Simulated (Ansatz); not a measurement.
A run of Ansatz 0.2.0:

input.yaml

```yaml
crystal:
  lattice:
    - [3.18, 0.0, 0.0]
    - [-1.59, 2.753960784, 0.0]
    - [0.0, 0.0, 5.166]
  atoms:
    - { symbol: Ga, position: [0.6666666667, 0.3333333333, 0.5] }
    - { symbol: Ga, position: [0.3333333333, 0.6666666667, 0.0] }
    - { symbol: "N", position: [0.6666666667, 0.3333333333, 0.875] }
    - { symbol: "N", position: [0.3333333333, 0.6666666667, 0.375] }
hamiltonian:
  xc: pbe
  pseudopotentials: { kind: paw }
kpoints:
  mp_grid: { grid: [10, 10, 5] }
scf:
  occupations: { method: gaussian, width: 0.019 }
output:
  forces: true
  stress: true
  eigenvalues: true
```

Potentials or basis: Ansatz PAW.

The run is started by

```console
$ ansatz run input.yaml --threads 2 --pin off --max-ram 5632MiB --backend cpu --events-out ev --progress --plain --runs-dir out
```

Hardware: 2 threads of Intel(R) Xeon(R) Processor @ 2.50GHz (Skylake/Cascade Lake), with other jobs on the host.

Problem. How long does it take, and how much memory?

Solution. It took 4 s on 2 threads of Intel(R) Xeon(R) Processor @ 2.50GHz (Skylake/Cascade Lake), on a shared host, peak memory 0.38 GiB. Counts: scf iterations 6, plane waves 881, k points 42, bands 22.
